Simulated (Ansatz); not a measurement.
The system is BN.

```
CELL_PARAMETERS angstrom
2.49824 0.00000 0.00000
-1.24912 2.16354 0.00000
0.00000 0.00000 6.63570
ATOMIC_POSITIONS crystal
N 0.66667 0.33333 0.25000
N 0.33333 0.66667 0.75000
B 0.66667 0.33333 0.75000
B 0.33333 0.66667 0.25000
```

* Program: Ansatz 0.2.0
* Task: single point
* Functional: PBE
* Potentials or basis: Ansatz PAW
* Cutoff: 420 eV (not typed: the program's choice for these potentials)
* k mesh: 12 × 12 × 4
* Occupations: fermi-dirac, width 0.05 eV
* Spin: no spin polarisation

On this cell: pressure 5.1 GPa; largest force under 0.003 eV/Å; band gap on the k mesh 4.29 eV, indirect (least direct gap 4.66 eV).

The same run follows on a disturbed copy (atoms moved at random, drawn with an rms of 0.05 Å):

```xyz
4
Lattice="2.4982 0.0000 0.0000 -1.2491 2.1635 0.0000 0.0000 0.0000 6.6357" Properties=species:S:1:pos:R:3 pbc="T T T"
N     1.2477    0.6939    1.6706
N     0.0011    1.4403    4.9751
B     1.2633    0.7492    4.9890
B     0.0108    1.4374    1.6440
```

Task: What changes?

Result: The energy moves by +10.6 meV/atom; pressure 5.4 GPa; largest force 1.383 eV/Å; band gap on the k mesh 4.23 eV, indirect (least direct gap 4.63 eV).

Forces on the atoms (eV/Å):
```
N    0.482  0.968 -0.362
N    0.608  1.222  0.205
B   -0.608 -1.225 -0.206
B   -0.482 -0.966  0.363
```

Stress tensor (GPa, compression positive):
```
6.96 0.16 0.02
0.16 6.25 0.04
0.02 0.04 2.92
```

Caveats: this functional lacks dispersion, which binds the layers, so the pressure and a relaxed spacing across them are unreliable (some runs).

A k mesh can miss the band edges.
